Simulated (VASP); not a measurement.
Input of a VASP 6.6.1 run:

POSCAR

```
MgS
1.0
    0.0000000000      2.6016500000      2.6016500000
    2.6016500000      0.0000000000      2.6016500000
    2.6016500000      2.6016500000      0.0000000000
S Mg
1 1
Direct
    0.5000000000      0.5000000000      0.5000000000
    0.0000000000      0.0000000000      0.0000000000
```

File INCAR.step1:

```
ALGO = Normal
EDIFF = 1E-5
ENCUT = 520
GGA = PE
ISIF = 2
ISMEAR = -1
LASPH = T
LREAL = F
LWAVE = T
NELM = 80
PREC = Accurate
SIGMA = 0.05
```

The input INCAR.step2:

```
AEXX = 0.1
ALGO = Normal
EDIFF = 1E-7
ENCUT = 520
GGA = PE
HFRCUT = -1
ISIF = 2
ISMEAR = -1
ISTART = 1
LASPH = T
LCHARG = F
LHFCALC = T
LREAL = F
LWAVE = F
NELM = 80
PREC = Accurate
PRECFOCK = Fast
SIGMA = 0.05
```

Contents of KPOINTS:

```
k-points
0
Gamma
  5 5 5
```

Potentials or basis: VASP PAW PBE potentials, release 64 (S, Mg).

Launch:

```console
$ cat potpaw_PBE.64/S/POTCAR potpaw_PBE.64/Mg/POTCAR > POTCAR
$ cp INCAR.step1 INCAR
$ mpirun -np 1 vasp_std > vasp.out
$ cp INCAR.step2 INCAR
$ mpirun -np 1 vasp_std > vasp.out
```

Q: Estimate the pressure.

A: 0.3 GPa.

Q: Estimate the band gap on the k mesh.

A: 3.87 eV, indirect (least direct gap 4.42 eV).

Caveat: the PAW data sets were made with another functional, which shifts forces and pressure a little; an odd mesh through Γ misses points on the zone boundary, where band edges often lie.
